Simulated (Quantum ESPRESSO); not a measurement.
## BaS under changes of volume

One of the cells (32.576 Å³/atom); the others are scaled copies at fixed shape and fractional positions:

```
Ba S
1.0
     0.00000    3.19375    3.19375
     3.19375    0.00000    3.19375
     3.19375    3.19375    0.00000
Ba S
1 1
Direct
  0.00000 0.00000 0.00000
  0.50000 0.50000 0.50000
```

| Quantity | Value |
| --- | --- |
| Program | Quantum ESPRESSO 7.5 |
| Functional | PBEsol |
| Potentials or basis | GBRV 1.5 PBEsol |
| Cutoff | 612 eV |
| Density cutoff | 4898 eV |
| k mesh | 7 × 7 × 7 |
| Occupations | fermi-dirac, width 0.05 eV |
| Spin | no spin polarisation |

| volume (Å³/atom) | energy over the lowest point (meV/atom) | pressure (GPa) | gap on the mesh (eV) |
| --- | --- | --- | --- |
| 30.622 | ? | ? | ? |
| 31.273 | 2.02 | 1.0 | 2.05 |
| 31.925 | 0.00 | 0.0 | 2.09 |
| 32.576 | 1.85 | -0.9 | 2.12 |
| 33.228 | 7.13 | -1.7 | 2.15 |
| 33.879 | 15.50 | -2.4 | 2.18 |
| 34.531 | 26.62 | -3.1 | 2.20 |

Question: What does the run at 30.622 Å³/atom give?

Answer: Energy over the lowest point 8.36 meV/atom; pressure 2.1 GPa; gap on the mesh 2.01 eV.

Worked out: A Birch-Murnaghan fit of order 3 (a polynomial in V^(-2/3)) to the other rows has its minimum at 31.93 Å³/atom with B0 = V·E''(V) = 46 GPa and B' = 4.5. It gives 8.35 meV/atom at 30.622 Å³/atom, against the run's 8.36, and -dE/dV = 2.1 GPa, against 2.1. A straight line through the other rows of the gap, of slope 1.52 eV per unit of ln V, extrapolates to 2.02 eV, against the run's 2.01.

Energies are extrapolated to zero smearing.

Caveats: spin-orbit coupling is left out, which moves the levels of the heavy elements; an odd mesh through Γ misses points on the zone boundary, where band edges often lie.
